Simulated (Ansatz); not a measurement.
Crystal: InSe.

```
CELL_PARAMETERS angstrom
2.00000 1.15470 8.44000
-2.00000 1.15470 8.44000
0.00000 -2.30940 8.44000
ATOMIC_POSITIONS crystal
In 0.88860 0.88860 0.88860
In 0.00000 0.00000 0.00000
Se 0.17190 0.17190 0.17190
Se 0.38350 0.38350 0.38350
```

Base run:

| Quantity | Value |
| --- | --- |
| Program | Ansatz 0.2.0 |
| Functional | PBE |
| Potentials or basis | all-electron LAPW, scalar-relativistic |
| Cutoff | 239 eV (chosen from the basis error) |
| Basis error allowed | 0.003 eV/atom |
| k mesh | 5 × 5 × 5 |
| Occupations | fermi-dirac, width 0.04 eV |
| Spin | no spin polarisation |

Its results: band gap on the k mesh 0.97 eV, direct; pressure 2.8 GPa; largest force 0.357 eV/Å.

Task: The run is repeated on the same cell with these changes: basis error allowed from 0.003 eV/atom to 0.002 eV/atom; k mesh from 5 × 5 × 5 to 6 × 6 × 6. What comes out?

Result: Band gap on the k mesh 0.45 eV, direct; pressure 2.8 GPa; largest force 0.363 eV/Å.

Caveats: spin-orbit coupling is left out, which moves the levels of the heavy elements; an odd mesh through Γ misses points on the zone boundary, where band edges often lie (some runs).
